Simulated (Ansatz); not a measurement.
# HgTe: the cost of one run

Computed with Ansatz 0.2.0 (DFT PBEsol, scalar-relativistic, plane waves, PAW, unless a step's input says otherwise).

## Step 1: The system as given

Symmetry: F-43m, No. 216, cubic system. The conventional cell has a = 6.460 Å, b = 6.460 Å, c = 6.460 Å, α = 90.00°, β = 90.00°, γ = 90.00°. Around Hg (site symmetry -43m) lie 4 Te at 2.80 Å. Around Te (site symmetry -43m) lie 4 Hg at 2.80 Å.

As a file:

```cif
data_structure
_symmetry_space_group_name_H-M 'P 1'
_symmetry_Int_Tables_number 1
_cell_length_a 4.5679
_cell_length_b 4.5679
_cell_length_c 4.5679
_cell_angle_alpha 60.000
_cell_angle_beta 60.000
_cell_angle_gamma 60.000
_cell_volume 67.40
loop_
_atom_site_label
_atom_site_type_symbol
_atom_site_fract_x
_atom_site_fract_y
_atom_site_fract_z
_atom_site_occupancy
Hg1 Hg 0.00000 0.00000 0.00000 1
Te1 Te 0.25000 0.25000 0.25000 1
```

## Step 2: Relaxing cell and atoms: HgTe, no spin, 5 GPa

input.yaml reads:

```yaml
crystal:
  lattice:
    - [0.0, 3.23, 3.23]
    - [3.23, 0.0, 3.23]
    - [3.23, 3.23, 0.0]
  atoms:
    - { symbol: Hg, position: [0.0, 0.0, 0.0] }
    - { symbol: Te, position: [0.25, 0.25, 0.25] }
scf:
  occupations: { method: gaussian, width: 0.03 }
output:
  forces: true
  stress: true
  eigenvalues: true
  write_density: true
  write_potential: true
  elf: true
  volumetric_format: npy
kpoints:
  mp_grid: { grid: [10, 10, 10] }
hamiltonian:
  xc: pbesol
relax:
  f_tol: 0.005
  max_steps: 60
  cell: { stress_tol: 0.03, p_target: 5.0 }
```

Run with:

```console
> ansatz run input.yaml --threads 4 --pin off --max-ram 12288MiB --backend cpu --events-out ev --progress --plain --runs-dir out
```

**Question.** How long does this run take on 4 threads of Intel Xeon Platinum 8259CL at 2.50GHz (Skylake/Cascade Lake), shared host, and how much memory does it need?

About 24 s, with a peak of 0.53 GiB.
